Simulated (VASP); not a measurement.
# Yb (Pm-3m) in VASP: single point with LDA

Aim: the single point of Yb with LDA.

Everything below comes from runs of VASP 6.6.1. Logs are shortened: lines on timing, memory, paths and dates and some standing lists are left out, and cuts for length are marked.

## Step 1: Starting point

The structure is cubic, space group Pm-3m (No. 221). The conventional cell has a = 3.155 Å, b = 3.155 Å, c = 3.155 Å, α = 90.00°, β = 90.00°, γ = 90.00°. Yb (site symmetry m-3m) is surrounded by 6 Yb at 3.15 Å.

The cell was built by a generator and needn't be a form met in nature.

## Step 2: Single point, LDA

INCAR

```
  PREC = Accurate
  ENCUT = 520
  EDIFF = 1E-6
  ISMEAR = -1
  SIGMA = 0.13605693000000002
  LREAL = F
  LASPH = T
  NELM = 80
  ALGO = Normal
  ISIF = 2
  LWAVE = F
  LCHARG = F
  GGA = CA
  NBANDS = 18
```

KPOINTS

```
Automatic mesh
0
Gamma
  10 10 10
```

POSCAR

```
Yb
1.0
    3.1545998138      0.0000000000      0.0000000000
    0.0000000000      3.1545998138      0.0000000000
    0.0000000000      0.0000000000      3.1545998138
Yb
1
Direct
    0.0000000000      0.0000000000      0.0000000000
```

Potentials or basis: VASP PAW PBE potentials, release 64 (Yb).

Launch:

```bash
> cat potpaw_PBE.64/Yb/POTCAR > POTCAR
> mpirun -np 1 vasp_std > vasp.out
```

OUTCAR:

```text
PREC = Accurate
   ENCUT = 520
   EDIFF = 1E-6
   ISMEAR = -1
   LREAL = F
   LASPH = T
   NELM = 80
   ISIF = 2
   GGA = CA

 ion  position               nearest neighbor table
   1  0.000  0.000  0.000-

  LATTYP: Found a simple cubic cell.
 ALAT       =     3.1545998138

  Lattice vectors:

 A1 = (   3.1545998138,   0.0000000000,   0.0000000000)
 A2 = (   0.0000000000,   3.1545998138,   0.0000000000)
 A3 = (   0.0000000000,   0.0000000000,   3.1545998138)

Analysis of symmetry for initial positions (statically):
=====================================================================
 Subroutine PRICEL returns:
 Original cell was already a primitive cell.

 Routine SETGRP: Setting up the symmetry group for a
 simple cubic supercell.

 Subroutine GETGRP returns: Found 48 space group operations
 (whereof 48 operations were pure point group operations)
 out of a pool of 48 trial point group operations.

The static configuration has the point symmetry O_h .

Analysis of symmetry for dynamics (positions and initial velocities):
=====================================================================
 Subroutine PRICEL returns:
 Original cell was already a primitive cell.

 Routine SETGRP: Setting up the symmetry group for a
 simple cubic supercell.

 Subroutine GETGRP returns: Found 48 space group operations
 (whereof 48 operations were pure point group operations)
 out of a pool of 48 trial point group operations.

The dynamic configuration has the point symmetry O_h .

 Subroutine INISYM returns: Found 48 space group operations
 (whereof 48 operations are pure point group operations),
 and found     1 'primitive' translations

----------------------------------------------------------------------------------------

                                     Primitive cell

  volume of cell :      31.3930

  direct lattice vectors                    reciprocal lattice vectors
     3.154599814  0.000000000  0.000000000     0.316997419  0.000000000  0.000000000
     0.000000000  3.154599814  0.000000000     0.000000000  0.316997419  0.000000000
     0.000000000  0.000000000  3.154599814     0.000000000  0.000000000  0.316997419

  length of vectors
[... 68 lines left out ...]
   NGX,Y,Z   is equivalent  to a cutoff of  12.65, 12.65, 12.65 a.u.
   NGXF,Y,Z  is equivalent  to a cutoff of  25.30, 25.30, 25.30 a.u.
 SYSTEM =  unknown system
   PREC   = accura    normal or accurate (medium, high low for compatibility)
   ISTART =      0    job   : 0-new  1-cont  2-samecut
   ICHARG =      2    charge: 1-file 2-atom 10-const
   ISPIN  =      1    spin polarized calculation?
   LNONCOLLINEAR =      F non collinear calculations
   LSORBIT =      F    spin-orbit coupling
   LASPH  =      T    aspherical Exc in radial PAW
   ENCUT  =  520.0 eV  38.22 Ry    6.18 a.u.   5.87  5.87  5.87*2*pi/ulx,y,z
   NELM   =     80;   NELMIN=  2; NELMDL= -5     # of ELM steps
   EDIFF  = 0.1E-05   stopping-criterion for ELM
   LREAL  =      F    real-space projection
   EDIFFG = 0.1E-04   stopping-criterion for IOM
   NSW    =      0    number of steps for IOM
   IBRION =     -1    ionic relax: 0-MD 1-quasi-New 2-CG
   NFREE  =      0    steps in history (QN), initial steepest desc. (CG)
   ISIF   =      2    stress and relaxation
   ISYM   =      2    0-nonsym 1-usesym 2-fastsym
   POTIM  = 0.5000    time-step for ionic-motion
   TEBEG  =    0.0;   TEEND  =   0.0 temperature during run
   PSTRESS=    0.0 pullay stress
   NELECT =      24.0000    total number of electrons
   NUPDOWN=      -1.0000    fix difference up-down
   EMIN   =  10.00;   EMAX   =-10.00  energy-range for DOS
   EFERMI =   0.00;   METHOD = LEGACY
   ISMEAR =    -1;   SIGMA  =   0.14  broadening in eV -4-tet -1-fermi 0-gaus
   EFERMI_NEDOS =   21; number of points for ismear=-14 and -15
   IALGO  =     38    algorithm
   IMIX   =      4    mixing-type and parameters
     AMIX     =   0.40;   BMIX     =  1.00
     AMIX_MAG =   1.60;   BMIX_MAG =  1.00
  volume/ion in A,a.u.               =      31.39       211.85
  Fermi-wavevector in a.u.,A,eV,Ry     =   1.496928  2.828784 30.487854  2.240794
  Thomas-Fermi vector in A             =   2.608882
   LORBIT       =      0    0 simple, 1 ext, 2 COOP (PROOUT), +10 PAW based schemes
   GGA     = CA    functional components
   LHFCALC =     F    Hartree Fock is set to
   AEXX    =    0.0000 exact exchange contribution
   IVDW    =     0    specifies the selected vdW correction
   LEPSILON=     F    determine dielectric tensor
   LRPA    =     F    only Hartree local field effects (RPA)
 non-spin polarized calculation
  energy-cutoff  :      520.00
  volume of cell :       31.39
 maximum number of plane-waves:       870
 NGX is ok and might be reduce to    24
   NGX = 11   NGY = 11   NGZ = 11

 number of electron      23.9999999 magnetization

 Free energy of the ion-electron system (eV)
  ---------------------------------------------------
  ext. energy  EPLUGINS =         0.00000000
  ---------------------------------------------------
  free energy    TOTEN  =        -3.72595124 eV

  energy without entropy =       -3.59703582  energy(sigma->0) =       -3.66149353

 E-fermi :   1.5803     XC(G=0): -10.3584

 val. band max:        1.4888623815   @ k =   0.5000   0.4000   0.4000
 cond. band min:       1.6367627346   @ k =   0.5000   0.5000   0.5000
 fundamental gap:      0.1479003531
 Fermi energy:         1.5803091349

 k-point     1 :       0.0000    0.0000    0.0000
  band No.  band energies     occupation
      1     -50.0513      2.00000
      2     -22.2038      2.00000
      3     -22.2038      2.00000
      4     -22.2038      2.00000
      5      -3.6028      2.00000
      6       0.8728      1.98903
[... 481 lines left out ...]
      5      -1.4675      2.00000
      6       0.7949      1.99380
[... 10 lines left out ...]
     17       8.4214      0.00000
     18      10.9310      0.00000

 [... further k-points ...]
[... 5 lines left out ...]
  --------------------------------------------------------------------------------------
  -------------------------------------------------------------------------------------
  Total       -0.0444422     -0.0444422     -0.0444422     -0.0000000     -0.0000000     -0.0000000
  in kB       -2.2681594     -2.2681594     -2.2681594     -0.0000000     -0.0000000     -0.0000000
  external PRESSURE =      -2.2681594 kB  Pullay stress =       0.0000000 kB

 VOLUME and BASIS-vectors are now :
 -----------------------------------------------------------------------------
  energy-cutoff  :      520.00
  volume of cell :       31.39
      direct lattice vectors                 reciprocal lattice vectors
     3.154599814  0.000000000  0.000000000     0.316997419  0.000000000  0.000000000
     0.000000000  3.154599814  0.000000000     0.000000000  0.316997419  0.000000000
     0.000000000  0.000000000  3.154599814     0.000000000  0.000000000  0.316997419

 POSITION                                       TOTAL-FORCE (eV/Angst)
 -----------------------------------------------------------------------------------
      0.00000      0.00000      0.00000         0.000000      0.000000      0.000000
 -----------------------------------------------------------------------------------
    total drift:                                0.000000     -0.000000      0.000000

  FREE ENERGIE OF THE ION-ELECTRON SYSTEM (eV)
  ---------------------------------------------------
  free  energy   TOTEN  =        -3.7259512389 eV

  energy  without entropy=       -3.5970358244  energy(sigma->0) =       -3.66149353
```

Wall time 18 s (1 thread of Intel Xeon Platinum 8488C (Sapphire Rapids), shared host); peak memory 0.15 GiB.

What came out:

* Free energy: -3.7260 eV
* Pressure: -0.2 GPa
* Band gap on the k mesh: none (metal or under the smearing width)

Caveat: the PAW data sets were made with another functional, which shifts forces and pressure a little. The run has no spin-orbit coupling, so splittings on Yb are missing.
